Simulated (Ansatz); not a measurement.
`CN([SiH3])[SiH2]F` + `CC(=O)O` → `CC(=O)O[SiH2]F` + `CN[SiH3]`  (ligand exchange at the Si–N bond)

Isolated molecules relaxed with PBE0-D4/def2-TZVP in Ansatz; ΔE leaves out vibrations. CCSD(T)/CBS is the MP2 limit (def2-TZVPP, def2-QZVPP) plus CCSD(T) − MP2 in def2-TZVPP, frozen cores. DFT in def2-TZVPP. B3LYP here is the variant with VWN-RPA as its local correlation; programs differ in this. One conformer a species, not always the lowest.

Q: Is it downhill or uphill in electronic energy at CCSD(T)/CBS, and by how much? (Best estimate.)

A: The calculation gave: Downhill: ΔE = -0.17 eV.

Q: What do these levels give: PBE-D4, r2SCAN-D4, PBE0-D4, B3LYP-D4, r2SCAN, PBE0, B3LYP, CCSD(T)/def2-TZVPP, SCS-MP2/def2-QZVPP, HF/CBS(def2), MP2/CBS(def2), CCSD/CBS(def2)? (Estimate.)

A: Ansatz gave: PBE-D4 -0.11, r2SCAN-D4 -0.18, PBE0-D4 -0.13, B3LYP-D4 -0.16, r2SCAN -0.19, PBE0 -0.16, B3LYP -0.22, CCSD(T)/def2-TZVPP -0.17, SCS-MP2/def2-QZVPP -0.19, HF/CBS(def2) -0.30, MP2/CBS(def2) -0.16, CCSD/CBS(def2) -0.19 eV.

Largest T1 diagnostic among the species: 0.015.

In def2-TZVPP, CCSD(T) changes the Hartree–Fock value by +0.13 eV (the triples alone add +0.02 eV) and MP2 by +0.14 eV. The D4 term adds +0.05 eV with B3LYP and +0.03 eV with PBE0; it sums over pairs of atoms, weighted by their polarisabilities, and B3LYP, whose exchange is more repulsive, gets the larger term.
